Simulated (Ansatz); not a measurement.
```xyz
5
Lattice="2.0473 1.1820 9.5194 -2.0473 1.1820 9.5194 0.0000 -2.3641 9.5194" Properties=species:S:1:pos:R:3 pbc="T T T"
Sb     0.0000     0.0000    11.4269
Sb     0.0000     0.0000    17.1313
Te     0.0000     0.0000     0.0000
Te     0.0000     0.0000     5.8808
Te     0.0000     0.0000    22.6774
```

No spin polarisation.

Calculations: PBE-D3(BJ), PAW, 420 eV (Ansatz, an electronic-structure program; without spin-orbit coupling), earlier PAW set. Settings: 9×9×9 k-points, 0.05 eV Fermi–Dirac smearing.

Predict the pressure and space group.

The pressure (mean of the normal stresses, compression positive) is 7.9 GPa and the space group is R-3m (No. 166).

The mesh was chosen for an insulator and is coarse for the gapless case. The cells carry an imposed strain or load. Stability against distortions was not tested. All final runs are without spin polarisation. The cell was made from Sb$_{2}$Te$_{3}$ in the Bi2Te3 type structure (space group R-3m, No. 166) by this change: isotropic strain −4.25 %.
